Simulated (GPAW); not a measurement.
Input of a GPAW 26.7.0 run:

run.py

```python
from ase import Atoms
from ase.dft.bandgap import bandgap
from ase.io import write
from ase.units import GPa
from gpaw import GPAW, PW

atoms = Atoms(['Sn', 'Sn'],
              cell=[[-2.9401404553, 2.9401404553, 1.5993019889],
                    [2.9401404553, -2.9401404553, 1.5993019889],
                    [2.9401404553, 2.9401404553, -1.5993019889]],
              scaled_positions=[[0.0, 0.0, 0.0],
                                [0.75, 0.25, 0.5]],
              pbc=True)

calc = GPAW(mode=PW(600),
            xc='PBE',
            kpts={'size': (9, 9, 9), 'gamma': True},
            occupations={'name': 'methfessel-paxton', 'order': 0, 'width': 0.022},
            nbands=24,
            convergence={'density': 1e-05, 'energy': 1e-05},
            maxiter=150,
            txt='gpaw.txt')
atoms.calc = calc
energy = atoms.get_potential_energy()
forces = atoms.get_forces()
stress = atoms.get_stress()
calc.write('gs.gpw')
write('result.traj', atoms)
print(f'Energy: {energy:.6f} eV')
print('Forces (eV/A):')
print(forces.round(4))
print('Stress (GPa):', (stress / GPa).round(3))
print('Fermi level:', round(calc.get_fermi_level(), 4), 'eV')
print(f'Gap: {bandgap(calc)[0]:.4f} eV, direct: {bandgap(calc, direct=True)[0]:.4f} eV')
```

Potentials or basis: GPAW PAW data sets (gpaw-data 1.2.1), pw.

Launch:

```bash
$ OMP_NUM_THREADS=1 python run.py
```

Q: Predict the band gap on the k mesh.

A: None (metal or under the smearing width).

Q: What does it give for the pressure?

A: 1.1 GPa.

Stress tensor (GPa, compression positive):
```
1.24 0.00 0.00
0.00 1.24 0.00
0.00 0.00 0.96
```
